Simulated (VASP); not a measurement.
**CdI2: equation of state with PBE**

The system is CdI2.

```
I Cd
1.0
     4.24400    0.00000    0.00000
    -2.12200    3.67541    0.00000
     0.00000    0.00000    6.85900
I Cd
2 1
Direct
  0.66667 0.33333 0.75080
  0.33333 0.66667 0.24920
  0.00000 0.00000 0.00000
```

* Program: VASP 6.6.1
* Task: equation of state
* Functional: PBE
* Potentials or basis: VASP PAW PBE potentials, release 64 (I, Cd)
* Cutoff: 520 eV
* k mesh: 7 × 7 × 4
* Occupations: fermi-dirac, width 0.05 eV
* Spin: no spin polarisation

- Equilibrium volume: 37.85 Å³/atom (rough: see the caveat)
- Bulk modulus at fixed shape and positions: 29 GPa (rough)

Energy against volume, from the lowest point:
| volume (Å³/atom) | energy (meV/atom) |
| --- | --- |
| 33.523 | 56.44 |
| 34.237 | 37.75 |
| 34.950 | 23.33 |
| 35.663 | 12.73 |
| 36.377 | 5.55 |
| 37.090 | 1.41 |
| 37.803 | 0.00 |

All runs of the series together: 2.7 min on 1 thread of Intel(R) Xeon(R) 6975P-C (Granite Rapids) (shared host).

Caveat: the minimum lies outside the volumes run; the cell was scaled at fixed shape and fractional positions, which overstates the stiffness of a crystal with free parameters, most of all of layers and chains; this functional lacks dispersion, which binds the layers, so the pressure and a relaxed spacing across them are unreliable. Spin-orbit coupling is left out, which matters for the levels of I.
